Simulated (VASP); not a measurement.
Here is a VASP 6.6.1 calculation.

INCAR

```
SYSTEM = Se
PREC     = Accurate       ! precision mode
ENCUT    = 520            ! plane-wave cutoff, eV
EDIFF    = 1E-7           ! SCF threshold, eV
ISMEAR   = 0              ! smearing method
SIGMA    = 0.1            ! smearing width, eV
LREAL    = .False.        ! projectors in reciprocal space
LASPH    = .True.         ! aspherical terms in the spheres
NELM     = 100            ! most SCF steps
ALGO     = Normal         ! electronic algorithm
ISIF     = 2              ! what is computed and relaxed
LWAVE    = .False.        ! write WAVECAR
LCHARG   = .True.         ! write CHGCAR
GGA      = PS             ! functional
LELF     = .True.         ! ELF
LVHAR    = .True.       
NBANDS   = 13             ! bands
```

Contents of KPOINTS:

```
regular mesh
0
Gamma
  6 6 6
  0 0 0
```

POSCAR

```
Se
1.0
    0.0000000000      3.2425048527      3.2425048527
    3.2425048527      0.0000000000      3.2425048527
    3.2425048527      3.2425048527      0.0000000000
Se
2
Direct
    0.2500000000      0.2500000000      0.2500000000
    0.0000000000      0.0000000000      0.0000000000
```

Potentials or basis: VASP PAW PBE potentials, release 64 (Se).

Run with:

```sh
$ cat potpaw_PBE.64/Se/POTCAR > POTCAR
$ mpirun -np 1 vasp_std > vasp.out
```

Predict the pressure.

-4.2 GPa.

Predict the band gap on the k mesh.

none (metal or under the smearing width).

Caveat: the PAW data sets were made with another functional, which shifts forces and pressure a little.
